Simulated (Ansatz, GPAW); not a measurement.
KI: PBE in single-zeta orbitals, run from Python

These are simulated results from GPAW 26.7.0, not measurements. The cell was built from a prototype and was relaxed with r2SCAN in plane waves (Ansatz 0.2.0). Not every such cell is a known phase. All runs are without spin polarisation.

The symmetry is P6_3/mmc (No. 194, hexagonal); a = 4.900 Å, c = 8.590 Å in the conventional setting, 44.65 Å³ an atom. K is surrounded by 6 I at 3.55 Å; I is surrounded by 6 K at 3.55 Å.

The basis is minimal: single zeta, one radial function for each shell that the log's basis lists. It describes the filled bands fairly and the empty ones poorly.

The script, run.py:

```python
import json
from ase import Atoms
from gpaw import GPAW, PW, FermiDirac

atoms = Atoms(['K', 'K', 'I', 'I'],
              cell=[[4.900011, 0.0, 0.0], [-2.450005, 4.243534, 0.0], [0.0, 0.0, 8.589994]],
              scaled_positions=[[0.0, -0.0, 0.0], [0.0, -0.0, 0.5], [0.333333, 0.666667, 0.25], [0.666667, 0.333333, 0.75]],
              pbc=True)
calc = GPAW(mode='lcao', basis='sz(dzp)', h=0.2, xc='PBE', kpts={'size': (6, 6, 2), 'gamma': True},
            occupations=FermiDirac(0.02), maxiter=100, legacy_gpaw=True, txt='gpaw.txt')
atoms.calc = calc
res = {'energy': atoms.get_potential_energy(force_consistent=True)}
res['electrons'] = calc.get_number_of_electrons()
res['k'] = calc.get_ibz_k_points().tolist()
res['levels'] = [calc.get_eigenvalues(kpt=i).tolist() for i in range(len(res['k']))]
points = [[0.0, 0.0, 0.0], [0.5, 0.0, 0.0], [0.333333, 0.333333, 0.0], [0.0, 0.0, 0.5], [0.5, 0.0, 0.5], [0.333333, 0.333333, 0.5]]
bands = calc.fixed_density(kpts=points, symmetry='off', txt='bands.txt')
res['points'] = [bands.get_eigenvalues(kpt=i).tolist() for i in range(len(points))]
json.dump(res, open('results.json', 'w'))
print('free energy (eV):', round(res['energy'], 5))
```

Command: `python run.py`. It took 49 s on 1 thread of Arm Neoverse V2, with other jobs on the host, peak memory 0.2 GiB.

The log gpaw.txt, trimmed of paths, versions and times, then the last line on the terminal. An iter line gives the energy in eV and the logarithms of the changes of orbitals (plane waves alone) and density (c: converged):

```
___ ___ ___ _ _ _
 |   |   |_  | | | |

 | | | | | . | | | |

 |__ |  _|___|_____|  26.7.0
 |___|_|

Input parameters:
  basis: sz(dzp)
  h: 0.2
  kpts: {gamma: True,
         size: (6, 6, 2)}
  maxiter: 100
  mode: lcao
  occupations: {fixmagmom: False,
                name: fermi-dirac,
                width: 0.02}
  xc: PBE

System changes: positions, numbers, cell, pbc, initial_charges, initial_magmoms

Initialize ...

species:
  K:
    name:    Potassium
    Z:       19.0
    valence: 9
    core:    10
    charge:  0.0  # [|e|]
    compensation charges:
      type: gauss
      rc: 0.35  # [Å]
      lmax: 2
    cutoffs:
      filter: 1.91  # [Å]
      core: 1.27  # [Å]
    projectors
    | kind |    occ | energy [eV] | rcut [Å] |

    |------|--------|-------------|----------|

    |   3s |  2.000 |     -35.338 |    1.122 |

    |   4s |  1.000 |      -2.319 |    1.122 |

    |   3p |  6.000 |     -18.813 |    1.106 |

    |    p |        |       8.398 |    1.106 |

    |    d |        |       0.000 |    0.937 |

    LCAO basis set for K:
      Name: sz(dzp)
      Number of radial functions: 4
      Number of spherical harmonics: 8
        l=0, rc=4.2656 Bohr: 3s-sz confined orbital
        l=0, rc=13.1094 Bohr: 4s-sz confined orbital
        l=1, rc=5.0312 Bohr: 3p-sz confined orbital
        l=1, rc=16.0000 Bohr: 4p-sz confined orbital
      Number of RI-basis functions 0

  I:
    name:    Iodine
    Z:       53.0
    valence: 7
    core:    46
    charge:  0.0  # [|e|]
    compensation charges:
      type: gauss
      rc: 0.37  # [Å]
      lmax: 2
    cutoffs:
      filter: 2.06  # [Å]
      core: 2.90  # [Å]
    projectors
    | kind |    occ | energy [eV] | rcut [Å] |

    |------|--------|-------------|----------|

    |   5s |  2.000 |     -17.382 |    1.164 |

    |   5p |  5.000 |      -7.088 |    1.164 |

    |    s |        |       9.829 |    1.164 |

    |    p |        |      20.123 |    1.164 |

    |    d |        |       0.000 |    1.164 |

    LCAO basis set for I:
      Name: sz(dzp)
      Number of radial functions: 2
      Number of spherical harmonics: 4
        l=0, rc=5.8750 Bohr: 5s-sz confined orbital
        l=1, rc=7.5156 Bohr: 5p-sz confined orbital
      Number of RI-basis functions 0

Reference energy: -419846.097769  # eV

Spin-paired calculation

Convergence criteria:
 Maximum [total energy] change in last 3 cyles: 0.0005 eV / valence electron
 Maximum integral of absolute [dens]ity change: 0.0001 electrons / valence electron
 Maximum integral of absolute [eigenst]ate change: 4e-08 eV^2 / valence electron
 Maximum number of scf [iter]ations: 100
 (Square brackets indicate name in SCF output, whereas a 'c' in
 the SCF output indicates the quantity has converged.)

Symmetries present (total): 2

  ( 1  0  0)  (-1  0  0)
  ( 0  1  0)  ( 0 -1  0)
  ( 0  0  1)  ( 0  0 -1)

72 k-points: 6 x 6 x 2 Monkhorst-Pack grid + [1/12,1/12,1/4]
40 k-points in the irreducible part of the Brillouin zone
       k-points in crystal coordinates                weights
   0:     0.00000000    0.00000000    0.00000000          1/72
   1:     0.00000000    0.00000000    0.50000000          1/72
   2:     0.00000000    0.16666667    0.00000000          2/72
   3:     0.00000000    0.16666667    0.50000000          2/72
   4:     0.00000000    0.33333333    0.00000000          2/72
   5:     0.00000000    0.33333333    0.50000000          2/72
   6:     0.00000000    0.50000000    0.00000000          1/72
   7:     0.00000000    0.50000000    0.50000000          1/72
   8:     0.16666667   -0.33333333    0.00000000          2/72
   9:     0.16666667   -0.33333333    0.50000000          2/72
          ...
  39:     0.50000000    0.50000000    0.50000000          1/72

Wave functions: LCAO
  Diagonalizer: Serial LAPACK
  Atomic Correction: dense with blas
  Data-type: complex

Occupation numbers: Fermi-Dirac:
  width: 0.0200  # eV

Eigensolver
   LCAO using direct dense diagonalizer

Densities:
  Coarse grid: 20*20*44 grid
  Fine grid: 40*40*88 grid
  Total Charge: 0.000000

Density mixing:
  Method: separate
  Backend: msr1
  Linear mixing parameter: 0.05
  old densities: 10
  Width of damping distribution: 1.1
  Damping of long wavelength oscillations: 20

Hamiltonian:
  XC and Coulomb potentials evaluated on a 40*40*88 grid
  Using the PBE Exchange-Correlation functional
  Interpolation: tri-quintic (5. degree polynomial)
  Poisson solver: FastPoissonSolver using
    Stencil: 8*3+1=25 point O(h^6) finite-difference Laplacian
    FFT axes: [np.int64(0), np.int64(1), np.int64(2)]
    FST axes: []

XC parameters: PBE with 2 nearest neighbor stencil

Memory estimate:
  Process memory now: 123.19 MiB
  Calculator: 36.65 MiB
    Density: 17.19 MiB
      Arrays: 3.49 MiB
      Localized functions: 11.01 MiB
      Mixer: 2.69 MiB
    Hamiltonian: 3.07 MiB
      Arrays: 2.28 MiB
      XC: 0.00 MiB
      Poisson: 0.00 MiB
      vbar: 0.79 MiB
    Wavefunctions: 16.39 MiB
      C [qnM]: 0.26 MiB
      S, T [2 x qmm]: 0.70 MiB
      P [aqMi]: 0.05 MiB
      BasisFunctions: 15.38 MiB
      Eigensolver: 0.00 MiB

Total number of cores used: 1

Number of atoms: 4
Number of atomic orbitals: 24
Number of bands in calculation: 18
Number of valence electrons: 32
Bands to converge: occupied
Positions:
   0 K      0.000000    0.000000    0.000000    ( 0.0000,  0.0000,  0.0000)
   1 K      0.000000    0.000000    4.294997    ( 0.0000,  0.0000,  0.0000)
   2 I     -0.000002    2.829024    2.147499    ( 0.0000,  0.0000,  0.0000)
   3 I      2.450008    1.414510    6.442496    ( 0.0000,  0.0000,  0.0000)

Unit cell:
           periodic     x           y           z      points  spacing
  1. axis:    yes    4.900011    0.000000    0.000000    20     0.2122
  2. axis:    yes   -2.450005    4.243534    0.000000    20     0.2122
  3. axis:    yes    0.000000    0.000000    8.589994    44     0.1952

  Lengths:   4.900011   4.900011   8.589994
  Angles:   90.000000  90.000000 119.999995

Effective grid spacing dv^(1/3) = 0.2165

iter:   1    -9.791834        c
iter:   2    -9.779175        c -1.50
iter:   3    -9.711063        c -1.52
iter:   4    -9.711746        c -2.33
iter:   5    -9.711501c       c -2.78
iter:   6    -9.711481c       c -3.52
iter:   7    -9.711480c       c -4.59c

Converged after 7 iterations.

Energy contributions relative to reference atoms: (reference = -419846.097769)

Kinetic:        +30.458403
Potential:      -28.147732
External:        +0.000000
XC:             -12.188748
Entropy (-ST):   -0.000000
Local:           +0.166597
SIC:             +0.000000
--------------------------
Free energy:     -9.711480
Extrapolated:    -9.711480

Showing only first 2 kpts
 Kpt  Band  Eigenvalues  Occupancy
  0    14      0.75874    2.00000
  0    15      0.75940    2.00000
  0    16      4.37707    0.00000
  0    17      6.68750    0.00000

  1    14      0.68104    2.00000
  1    15      0.68104    2.00000
  1    16      5.57365    0.00000
  1    17      5.57365    0.00000

Fermi level: 2.31779

Gap: 3.618 eV
Transition (v -> c):
  (s=0, k=0, n=15, [0.00, 0.00, 0.00]) -> (s=0, k=0, n=16, [0.00, 0.00, 0.00])
No difference between direct/indirect transitions

free energy (eV): -9.71148
```

The gap in the log is over the mesh alone; results.json adds the listed points. PBE in single-zeta orbitals gives a gap of 3.62 eV. On the same cell, plane-wave PBE (Ansatz, 6×6×4 k points and the special points) gives a gap of 3.86 eV and r2SCAN a gap of 4.50 eV; on shared hosts these took about 6.5 and 14 core-seconds on the 4-atom cell, against 49 for the script. Spin-orbit coupling, left out in all these runs, can cut or reorder the gap by tenths of an eV, up to about 1 eV with Pb or Bi.

No spin-orbit coupling is included; it can move band edges with weight on the heavy atoms by tenths of an eV.
